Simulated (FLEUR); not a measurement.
# InP (F-43m) in FLEUR: settings compared, part 2 of 3

FLEUR MaX-R8.1 (later development tree). The steps go on from the part before.

### Step 3. Band structure, PW91, spin-orbit coupling, no magnetisation

Changes to inp.xml since step 2:

```diff
@@ -6,8 +6,8 @@
    <calculationSetup>
-      <cutoffs Kmax="4.11" Gmax="12.7" GmaxXC="12.7" numbands="0"/>
+      <cutoffs Kmax="3.5" Gmax="17.5" GmaxXC="17.5" numbands="all"/>
       <scfLoop itmax="60" minDistance="0.00001" maxIterBroyd="15" imix="Anderson" alpha="0.05" precondParam="0.0" spinf="2.0" sdNocoIR="T"/>
       <coreElectrons ctail="T" frcor="F" kcrel="0" coretail_lmax="0"/>
-      <xcFunctional name="wc" relativisticCorrections="F"/>
+      <xcFunctional name="pw91" relativisticCorrections="F"/>
       <magnetism jspins="1"/>
-      <soc l_soc="F" theta="0.0" phi="0.0" spav="F"/>
+      <soc l_soc="T" theta="0.0" phi="0.0" spav="F"/>
       <expertModes spex="0" secvar="F"/>
@@ -17,3 +17,3 @@
    <cell>
-      <bzIntegration valenceElectrons="32.0" mode="hist" fermiSmearingEnergy="0.00183747">
+      <bzIntegration valenceElectrons="32.0" mode="hist" fermiSmearingEnergy="0.00367493">
          <kPointListSelection listName="default-1"/>
@@ -35,3 +35,3 @@
          <mtSphere radius="2.42" gridPoints="801" logIncrement="0.016"/>
-         <atomicCutoffs lmax="10" lnonsphr="8"/>
+         <atomicCutoffs lmax="8" lnonsphr="6"/>
          <electronConfig flipSpins="F">
@@ -51,3 +51,3 @@
          <mtSphere radius="2.02" gridPoints="669" logIncrement="0.017"/>
-         <atomicCutoffs lmax="8" lnonsphr="6"/>
+         <atomicCutoffs lmax="7" lnonsphr="5"/>
          <electronConfig flipSpins="F">
```

The input, crystal.txt:

```
InP
&input cartesian=F /
0.0000000000  2.9305000000  2.9305000000
2.9305000000  0.0000000000  2.9305000000
2.9305000000  2.9305000000  0.0000000000
1.8897261246
1.0 1.0 1.0

2
49 0.0000000000  0.0000000000  0.0000000000
15 0.7500000000  0.7500000000  0.7500000000

&soc 0.0 0.0 /
&kpt div1=5 div2=5 div3=5 gamma=T /
```

The input, inp.xml (bands):

```
<?xml version="1.0" encoding="UTF-8" standalone="no"?>
<fleurInput fleurInputVersion="0.39">
   <comment>
      InP                                                                                                 
   </comment>
   <calculationSetup>
      <cutoffs Kmax="3.5" Gmax="17.5" GmaxXC="17.5" numbands="all"/>
      <scfLoop itmax="60" minDistance="0.00001" maxIterBroyd="15" imix="Anderson" alpha="0.05" precondParam="0.0" spinf="2.0" sdNocoIR="T"/>
      <coreElectrons ctail="T" frcor="F" kcrel="0" coretail_lmax="0"/>
      <xcFunctional name="pw91" relativisticCorrections="F"/>
      <magnetism jspins="1"/>
      <soc l_soc="T" theta="0.0" phi="0.0" spav="F"/>
      <expertModes spex="0" secvar="F"/>
      <geometryOptimization l_f="F" forcealpha="1.0" forcemix="BFGS" epsdisp="0.00001" epsforce="0.00001"/>
      <ldaU l_linMix="F" mixParam="0.05" spinf="1.0"/>
   </calculationSetup>
   <cell>
      <bzIntegration valenceElectrons="32.0" mode="hist" fermiSmearingEnergy="0.00367493">
         <kPointListSelection listName="path-1"/>
         <!-- k-points included here -->
         <xi:include xmlns:xi="http://www.w3.org/2001/XInclude" href="kpts.xml"> </xi:include>
      </bzIntegration>
      <!-- symmetry operations included here -->
      <xi:include xmlns:xi="http://www.w3.org/2001/XInclude" href="sym.xml"> </xi:include>
      <bulkLattice scale="1.0">
         <bravaisMatrix>
            <row-1>    0.0000000000000000     5.5378424081402997     5.5378424081402997</row-1>
[... 30 lines left out ...]
         </electronConfig>
         <energyParameters s="3" p="3" d="3" f="4"/>
         <lo type="SCLO" l="1" n="2" eDeriv="0"/>
         <lo type="SCLO" l="0" n="3" eDeriv="2"/>
         <lo type="SCLO" l="2" n="3" eDeriv="2"/>
         <lo type="SCLO" l="3" n="4" eDeriv="2"/>
      </species>
   </atomSpecies>
   <atomGroups>
      <atomGroup species="Indium (In)">
         <relPos label="                   1">.0000000000 .0000000000 .0000000000</relPos>
         <force calculate="T" relaxXYZ="TTT"/>
      </atomGroup>
      <atomGroup species="Phosphorous (P)">
         <relPos label="                   2">-1.000/4.000 -1.000/4.000 -1.000/4.000</relPos>
         <force calculate="T" relaxXYZ="TTT"/>
      </atomGroup>
   </atomGroups>
   <output dos="F" band="T" slice="F">
      <checks vchk="F" cdinf="F"/>
      <bandDOS minEnergy="-.5*Htr" maxEnergy="0.5*Htr" sigma="0.015" storeEVData="T"/>
      <vacuumDOS vacdos="F" integ="F" star="F" nstars="0" locx1="0.0" locy1="0.0" locx2="0.0" locy2="0.0" nstm="0" tworkf="0.0"/>
      <unfoldingBand unfoldBand="F" supercellX="1" supercellY="1" supercellZ="1"/>
      <plotting iplot="0" polar="F">
         <plot TwoD="T" vec1="  1.0  0.0  0.0" vec2="  0.0  1.0  0.0" vec3="  0.0  0.0  1.0" zero="  0.0  0.0  0.0" file="plot"/>
      </plotting>
      <chargeDensitySlicing numkpt="0" minEigenval="0.0" maxEigenval="0.0" nnne="0" pallst="F"/>
      <specialOutput eonly="F"/>
      <moessbauerParams electricFieldGradient="T" isomerShift="T" coreHyperfine="T" valenceHyperfine="T"/>
      <magneticCircularDichroism mcd="F" energyLo="-10.0" energyUp="0.0"/>
   </output>
  <!-- We include the file relax.xml here to enable relaxations (see documentation) -->
  <xi:include xmlns:xi="http://www.w3.org/2001/XInclude" href="relax.xml"> <xi:fallback/> </xi:include>
</fleurInput>
```

Potentials or basis: all-electron, FLAPW.

The run is started by

```bash
$ inpgen -f crystal.txt -profile veryFastHighL
$ # inp.xml edited to the form shown
$ fleur_MPI
$ fleur_MPI   # second run, on inp.xml (bands)
```

Wall time 8.1 min (1 thread of Arm Neoverse V1, shared host); peak memory 0.2 GiB.

Results (log left out):

```yaml
Free_energy: -169429.3306 eV
Band_gap_on_the_k_mesh: 0.62 eV, direct
Band_gap_along_the_path: 0.62 eV, direct
Valence_electrons_inside_the_program's_atomic_spheres: In 19.02; P 8.83 (radii In 2.42, P 2.02 bohr)
```

Levels at the corners of the path, in eV from the valence-band top:
```
point  band 30  band 31  band 32  band 33  band 34  band 35
    Γ     0.00     0.00     0.00     0.62     0.62     3.75
    X    -2.40    -2.31    -2.31     1.72     1.72     2.22
    W    -2.98    -2.93    -2.88     4.25     4.25     4.32
    K    -3.30    -1.98    -1.97     2.31     2.32     4.34
    Γ     0.00     0.00     0.00     0.62     0.62     3.75
    L    -1.06    -0.95    -0.95     1.43     1.43     4.69
    U    -3.30    -1.98    -1.97     2.31     2.32     4.34
    W    -2.98    -2.93    -2.88     4.25     4.25     4.32
    L    -1.06    -0.95    -0.95     1.43     1.43     4.69
    K    -3.30    -1.98    -1.97     2.31     2.32     4.34
    U    -3.30    -1.98    -1.97     2.31     2.32     4.34
    X    -2.40    -2.31    -2.31     1.72     1.72     2.22
```

Core levels (eV from the Fermi level):
```csv
atom,levels
1 In,"1s1/2 -27736.3, 2s1/2 -4148.2, 2p1/2 -3868.5, 2p3/2 -3657.5, 3s1/2 -783.7, 3p1/2 -670.7, 3p3/2 -632.6, 3d3/2 -432.8, 3d5/2 -425.0"
2 P,"1s1/2 -2078.6, 2s1/2 -168.0"
```

### Step 4. Band structure, PW91, collinear spin, ferromagnetic start

Changes to inp.xml since step 3:

```diff
@@ -6,3 +6,3 @@
    <calculationSetup>
-      <cutoffs Kmax="3.5" Gmax="17.5" GmaxXC="17.5" numbands="all"/>
+      <cutoffs Kmax="3.5" Gmax="17.5" GmaxXC="17.5" numbands="0"/>
       <scfLoop itmax="60" minDistance="0.00001" maxIterBroyd="15" imix="Anderson" alpha="0.05" precondParam="0.0" spinf="2.0" sdNocoIR="T"/>
@@ -10,4 +10,4 @@
       <xcFunctional name="pw91" relativisticCorrections="F"/>
-      <magnetism jspins="1"/>
-      <soc l_soc="T" theta="0.0" phi="0.0" spav="F"/>
+      <magnetism jspins="2"/>
+      <soc l_soc="F" theta="0.0" phi="0.0" spav="F"/>
       <expertModes spex="0" secvar="F"/>
@@ -17,3 +17,3 @@
    <cell>
-      <bzIntegration valenceElectrons="32.0" mode="hist" fermiSmearingEnergy="0.00367493">
+      <bzIntegration valenceElectrons="32.0" mode="gauss" fermiSmearingEnergy="0.00183747">
          <kPointListSelection listName="default-1"/>
@@ -33,3 +33,3 @@
    <atomSpecies>
-      <species name="Indium (In)" element="In" atomicNumber="49">
+      <species name="Indium (In.500" element="In" atomicNumber="49">
          <mtSphere radius="2.42" gridPoints="801" logIncrement="0.016"/>
@@ -39,4 +39,4 @@
             <valenceConfig>(4s1/2) (4p1/2) (4p3/2) (5s1/2) (4d3/2) (4d5/2) (5p1/2) (5p3/2)</valenceConfig>
-            <stateOccupation state="(5p1/2)" spinUp="0.166667" spinDown="0.166667"/>
-            <stateOccupation state="(5p3/2)" spinUp="0.333333" spinDown="0.333333"/>
+            <stateOccupation state="(5p1/2)" spinUp="0.1666666666667" spinDown="0.1666666666667"/>
+            <stateOccupation state="(5p3/2)" spinUp="0.5833333333333" spinDown="0.0833333333333"/>
          </electronConfig>
@@ -66,3 +66,3 @@
    <atomGroups>
-      <atomGroup species="Indium (In)">
+      <atomGroup species="Indium (In.500">
          <relPos label="                   1">.0000000000 .0000000000 .0000000000</relPos>
```

The input, crystal.txt:

```
InP
&input cartesian=F /
0.0000000000  2.9305000000  2.9305000000
2.9305000000  0.0000000000  2.9305000000
2.9305000000  2.9305000000  0.0000000000
1.8897261246
1.0 1.0 1.0

2
49 0.0000000000  0.0000000000  0.0000000000 : 0.500
15 0.7500000000  0.7500000000  0.7500000000

&kpt div1=8 div2=8 div3=8 gamma=T /
```

Changes to inp.xml (bands) since step 3:

```diff
@@ -6,3 +6,3 @@
    <calculationSetup>
-      <cutoffs Kmax="3.5" Gmax="17.5" GmaxXC="17.5" numbands="all"/>
+      <cutoffs Kmax="3.5" Gmax="17.5" GmaxXC="17.5" numbands="0"/>
       <scfLoop itmax="60" minDistance="0.00001" maxIterBroyd="15" imix="Anderson" alpha="0.05" precondParam="0.0" spinf="2.0" sdNocoIR="T"/>
@@ -10,4 +10,4 @@
       <xcFunctional name="pw91" relativisticCorrections="F"/>
-      <magnetism jspins="1"/>
-      <soc l_soc="T" theta="0.0" phi="0.0" spav="F"/>
+      <magnetism jspins="2"/>
+      <soc l_soc="F" theta="0.0" phi="0.0" spav="F"/>
       <expertModes spex="0" secvar="F"/>
@@ -17,3 +17,3 @@
    <cell>
-      <bzIntegration valenceElectrons="32.0" mode="hist" fermiSmearingEnergy="0.00367493">
+      <bzIntegration valenceElectrons="32.0" mode="gauss" fermiSmearingEnergy="0.00183747">
          <kPointListSelection listName="path-1"/>
@@ -33,3 +33,3 @@
    <atomSpecies>
-      <species name="Indium (In)" element="In" atomicNumber="49">
+      <species name="Indium (In.500" element="In" atomicNumber="49">
          <mtSphere radius="2.42" gridPoints="801" logIncrement="0.016"/>
@@ -39,4 +39,4 @@
             <valenceConfig>(4s1/2) (4p1/2) (4p3/2) (5s1/2) (4d3/2) (4d5/2) (5p1/2) (5p3/2)</valenceConfig>
-            <stateOccupation state="(5p1/2)" spinUp="0.166667" spinDown="0.166667"/>
-            <stateOccupation state="(5p3/2)" spinUp="0.333333" spinDown="0.333333"/>
+            <stateOccupation state="(5p1/2)" spinUp="0.1666666666667" spinDown="0.1666666666667"/>
+            <stateOccupation state="(5p3/2)" spinUp="0.5833333333333" spinDown="0.0833333333333"/>
          </electronConfig>
@@ -66,3 +66,3 @@
    <atomGroups>
-      <atomGroup species="Indium (In)">
+      <atomGroup species="Indium (In.500">
          <relPos label="                   1">.0000000000 .0000000000 .0000000000</relPos>
```

The run is started by

```bash
$ inpgen -f crystal.txt -profile veryFastHighL
$ # inp.xml edited to the form shown
$ fleur_MPI
$ fleur_MPI   # second run, on inp.xml (bands)
```

It took 68 s on 1 thread of Arm Neoverse V1, shared host; peak memory 0.09 GiB.

The run converged. Its results:

| Property | Result |
| --- | --- |
| Free energy | -169429.0677 eV |
| Band gap on the k mesh | 0.66 eV, direct |
| Band gap along the path | 0.66 eV, direct |
| Net moment | 0.00 μB per cell |
| Valence electrons inside the program's atomic spheres | In 19.02; P 8.83 (radii In 2.42, P 2.02 bohr) |

Levels at the corners of the path, in eV from the valence-band top:
Spin up:
```
point  band 12  band 13  band 14  band 15  band 16  band 17  band 18  band 19  band 20  band 21
    Γ   -14.01   -11.53     0.00     0.00     0.00     0.66     4.08     4.08     4.08     8.57
    X   -13.98    -9.15    -5.77    -2.32    -2.32     1.76     2.26     9.19     9.57     9.57
    W   -14.00    -9.07    -5.62    -2.95    -2.91     4.29     4.36     5.55     6.21    10.17
    K   -13.99    -9.16    -5.62    -3.30    -1.94     2.35     4.38     7.50     7.53     8.24
    Γ   -14.01   -11.53     0.00     0.00     0.00     0.66     4.08     4.08     4.08     8.57
    L   -14.00    -9.80    -5.74    -0.97    -0.97     1.47     4.81     4.81     7.09     9.46
    U   -13.99    -9.16    -5.62    -3.30    -1.94     2.35     4.38     7.50     7.53     8.24
    W   -14.00    -9.07    -5.62    -2.95    -2.91     4.29     4.36     5.55     6.21    10.17
    L   -14.00    -9.80    -5.74    -0.97    -0.97     1.47     4.81     4.81     7.09     9.46
    K   -13.99    -9.16    -5.62    -3.30    -1.94     2.35     4.38     7.50     7.53     8.24
    U   -13.99    -9.16    -5.62    -3.30    -1.94     2.35     4.38     7.50     7.53     8.24
    X   -13.98    -9.15    -5.77    -2.32    -2.32     1.76     2.26     9.19     9.57     9.57
```
Spin down:
| point | band 14 | band 15 | band 16 | band 17 | band 18 | band 19 |
| --- | --- | --- | --- | --- | --- | --- |
| Γ | 0.00 | 0.00 | 0.00 | 0.66 | 4.08 | 4.08 |
| X | -5.77 | -2.32 | -2.32 | 1.76 | 2.26 | 9.19 |
| W | -5.62 | -2.95 | -2.91 | 4.29 | 4.36 | 5.55 |
| K | -5.62 | -3.30 | -1.94 | 2.35 | 4.38 | 7.50 |
| Γ | 0.00 | 0.00 | 0.00 | 0.66 | 4.08 | 4.08 |
| L | -5.74 | -0.97 | -0.97 | 1.47 | 4.81 | 4.81 |
| U | -5.62 | -3.30 | -1.94 | 2.35 | 4.38 | 7.50 |
| W | -5.62 | -2.95 | -2.91 | 4.29 | 4.36 | 5.55 |
| L | -5.74 | -0.97 | -0.97 | 1.47 | 4.81 | 4.81 |
| K | -5.62 | -3.30 | -1.94 | 2.35 | 4.38 | 7.50 |
| U | -5.62 | -3.30 | -1.94 | 2.35 | 4.38 | 7.50 |
| X | -5.77 | -2.32 | -2.32 | 1.76 | 2.26 | 9.19 |

Core levels (eV from the Fermi level):
| atom | levels |
| --- | --- |
| 1 In | 1s1/2 -27736.0, 2s1/2 -4147.9, 2p1/2 -3868.1, 2p3/2 -3657.2, 3s1/2 -783.3, 3p1/2 -670.4, 3p3/2 -632.3, 3d3/2 -432.5, 3d5/2 -424.7 |
| 2 P | 1s1/2 -2078.4, 2s1/2 -167.8 |

Caveat: spin-orbit coupling is left out, which moves the levels of the heavy elements.

[end of part 2 of 3]
